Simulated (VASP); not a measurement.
Input of a VASP 6.6.1 run:

File POSCAR:

```
KI
1.0
    0.0000000000      3.5090643863      3.5090643863
    3.5090643863      0.0000000000      3.5090643863
    3.5090643863      3.5090643863      0.0000000000
I K
1 1
Direct
    0.5000000000      0.5000000000      0.5000000000
    0.0000000000      0.0000000000      0.0000000000
```

INCAR.step1

```
PREC = Accurate
ENCUT = 520
EDIFF = 1E-5
ISMEAR = -1
SIGMA = 0.05
LREAL = F
LASPH = T
NELM = 80
ALGO = Normal
ISIF = 2
LWAVE = T
LCHARG = F
GGA = PE
NBANDS = 15
```

File INCAR.step2:

```
PREC = Accurate
ENCUT = 520
EDIFF = 1E-7
ISMEAR = -1
SIGMA = 0.05
LREAL = F
LASPH = T
NELM = 80
ALGO = Normal
ISIF = 2
LWAVE = F
LCHARG = F
GGA = PE
LHFCALC = T
AEXX = 0.25
PRECFOCK = Normal
ISTART = 1
NBANDS = 15
```

The input KPOINTS:

```
Automatic mesh
0
Gamma
  4 4 4
```

Potentials or basis: VASP PAW PBE potentials, release 64 (I, K_sv).

Launch:

```bash
$ cat potpaw_PBE.64/I/POTCAR potpaw_PBE.64/K_sv/POTCAR > POTCAR
$ cp INCAR.step1 INCAR
$ mpirun -np 1 vasp_std > vasp.out
$ cp INCAR.step2 INCAR
$ mpirun -np 1 vasp_std > vasp.out
```

(1) What does it give for the pressure?

(2) What does it give for the band gap on the k mesh?

Answers

(1) 0.6 GPa.

(2) 5.71 eV.

Caveat: the PAW data sets were made with another functional, which shifts forces and pressure a little; spin-orbit coupling is left out, which moves the levels of the heavy elements.

**The experiment to reproduce.**

From a printed reference work, monograph, for a bulk crystal of KI: band gap 6.32 eV.

A measured gap of KI is 6.32 eV (a printed reference work, monograph); the calculated 5.71 eV misses it by -0.61 eV. Spin-orbit coupling on I is left out. The value is that of PBE0, without temperature or zero-point motion.
